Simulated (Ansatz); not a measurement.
# Co (Co, bcc): the cost of one run

Computed with Ansatz 0.2.0 (DFT r2SCAN, plane waves (500 eV) with PAW, scalar-relativistic; PBE-made PAW files, unless a step says otherwise).

### Step 1. The system as given

The structure is cubic, space group Im-3m (No. 229). The conventional cell has a = 2.808 Å, b = 2.808 Å, c = 2.808 Å, α = 90.00°, β = 90.00°, γ = 90.00°. Co (site symmetry m-3m) is surrounded by 8 Co at 2.43 Å.

As a file:

```
Co
1.0
     2.80827    0.00000    0.00000
     0.00000    2.80827    0.00000
     0.00000    0.00000    2.80827
Co
2
Direct
  0.00000 0.00000 0.00000
  0.50000 0.50000 0.50000
```

Starting moments (μB): +1.7, -1.7.

### Step 2. Relaxing cell and atoms

The input, input.yaml:

```yaml
crystal:
  lattice:
    - [2.8082743434, 0.0, 0.0]
    - [0.0, 2.8082743434, 0.0]
    - [0.0, 0.0, 2.8082743434]
  atoms:
    - { symbol: Co, position: [0.0, 0.0, 0.0], spin: 1.7 }
    - { symbol: Co, position: [0.5, 0.5, 0.5], spin: -1.7 }
hamiltonian:
  xc: r2scan
  pseudopotentials:
    kind: paw
    azcp:
      Co: "pseudopotentials/Co.paw.azcp"
basis:
  ecutwfc: 500
  fft_grid_basis: typed
kpoints:
  mp_grid: { grid: [11, 11, 11], shift: [0, 0, 0] }
magnetization:
  spin_polarized: true
scf:
  occupations: { method: fermi_dirac, width: 0.05 }
relax:
  max_steps: 60
  f_tol: 0.01
  cell: {}
```

Started as:

```sh
> ansatz run input.yaml --threads 1 --pin off --max-ram 3584MiB --backend cpu --events-out ev --progress --plain --runs-dir out
```

What time and memory should one allow on 1 thread of Intel Xeon Platinum 8259CL at 2.50GHz (Skylake/Cascade Lake), shared host?

About 72 s, with a peak of 0.53 GiB.
